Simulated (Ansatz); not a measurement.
**Ru2Al3 and the effect of the strain (εzz = s)**

```
Ru Al
1.0
    -1.53890    1.53890    7.14310
     1.53890   -1.53890    7.14310
     1.53890    1.53890   -7.14310
Ru Al
2 3
Direct
  0.39413 0.39413 0.00000
  0.60587 0.60587 0.00000
  0.19382 0.19382 0.00000
  0.80618 0.80618 0.00000
  0.00000 0.00000 0.00000
```

The cell comes from a database or a generator and needn't be the stable form of this composition.

Kept alike: task single point; functional PBEsol; k mesh 10 × 10 × 10; occupations fermi-dirac, width 0.05 eV; no spin polarisation. Program: Ansatz, Ansatz PAW, cutoff 420 eV. The mesh is that of the run's cell of 5 atoms. No spin-orbit coupling.

| s | free energy over the lowest row (meV/atom) |
| --- | --- |
| -0.04 | 20.79 |
| -0.02 | 3.84 |
| -0.01 | 0.41 |
| 0 | 0.00 |
| 0.01 | 2.37 |
| 0.02 | 7.29 |
| 0.04 | 23.97 |

The cell shown is the unstrained one; x, y and z are its Cartesian axes; atoms keep their fractions. For a metal such a mesh leaves the last digits unconverged. All rows use potentials made for PBE.

What does the strain (εzz = s) change here?

The free energy is lowest at 0, and 23.97 meV an atom higher at 0.04.
